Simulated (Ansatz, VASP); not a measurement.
## One calculation of ZrC, two programs

```xyz
2
Lattice="0.0000 2.3544 2.3544 2.3544 0.0000 2.3544 2.3544 2.3544 0.0000" Properties=species:S:1:pos:R:3 pbc="T T T"
Zr    2.3544    2.3544    2.3544
C     0.0000    0.0000    0.0000
```

Alike in both runs: functional PBE; k mesh 16 × 16 × 16; occupations gaussian, width 0.1 eV; no spin polarisation.

Ansatz relaxed the structure, and its values are those at the end. VASP's run is a single point on that final structure, the one shown.

|  | VASP | Ansatz |
| --- | --- | --- |
| version | VASP 6.6.1 | Ansatz 0.2.0 |
| potentials or method | VASP PAW PBE potentials, release 64 (Zr_sv, C) | scalar-relativistic, plane waves, PAW |
| plane-wave cutoff (eV) | 520 | 420 |
| valence electrons in the cell | 16 | 16 |

VASP gave:

```
gap on the k mesh at the Fermi level (eV) : none
pressure (GPa)                            : 0.2
```

Q: Estimate Ansatz's values.

A: gap on the k mesh at the Fermi level (eV): none; pressure (GPa): 0.0.

A gap of «none» marks a metal or a gap that the smearing closes.
